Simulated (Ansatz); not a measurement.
ZrO₂ (baddeleyite type, space group P2_1/c)

```yaml
crystal:
  lattice:
    - [5.18930, 0.00000, 0.00000]
    - [0.00000, 5.24180, 0.00000]
    - [-0.90344, 0.00000, 5.30261]
  atoms:
    - { symbol: Zr, position: [0.27571, 0.04384, 0.21016] }
    - { symbol: Zr, position: [0.72429, 0.54384, 0.28984] }
    - { symbol: Zr, position: [0.72429, 0.95616, 0.78984] }
    - { symbol: Zr, position: [0.27571, 0.45616, 0.71016] }
    - { symbol: O, position: [0.06488, 0.32613, 0.35022] }
    - { symbol: O, position: [0.93512, 0.82613, 0.14978] }
    - { symbol: O, position: [0.93512, 0.67387, 0.64978] }
    - { symbol: O, position: [0.06488, 0.17387, 0.85022] }
    - { symbol: O, position: [0.45109, 0.75674, 0.47528] }
    - { symbol: O, position: [0.54891, 0.25674, 0.02472] }
    - { symbol: O, position: [0.54891, 0.24326, 0.52472] }
    - { symbol: O, position: [0.45109, 0.74326, 0.97528] }
```

Method: PBE (plane waves to 420 eV, PAW, scalar-relativistic; Ansatz, a program for electronic structure). DFPT wavenumbers on a 6×6×6 k mesh, in cm⁻¹; i marks imaginary ones, q is in fractions of the reciprocal vectors of the cell shown, and the three acoustic modes at Γ are left out. The non-analytic (LO-TO) term is not included, so polar modes at Γ have their transverse values. The PAW data are Ansatz's earlier set. ZrO2 is run without spin polarisation. ZrO2 was relaxed with its symmetry unable to fall.

Question: Is the structure dynamically stable at Γ?

Answer: No imaginary mode at these points (lowest 101 cm⁻¹ at Γ); other wave vectors were not tested.

Question: List the wavenumbers at Γ, with degeneracies.

Answer: 
```json
[
 {"q": "Γ", "wavenumbers (cm⁻¹)": "101, 158, 162, 165, 174, 204, 213, 229, 244, 273, 282, 295, 307, 315, 316, 318, 328, 363, 366, 377, 387, 449, 456, 462, 472, 511, 522, 539, 573, 600, 610, 685, 721"}
]
```
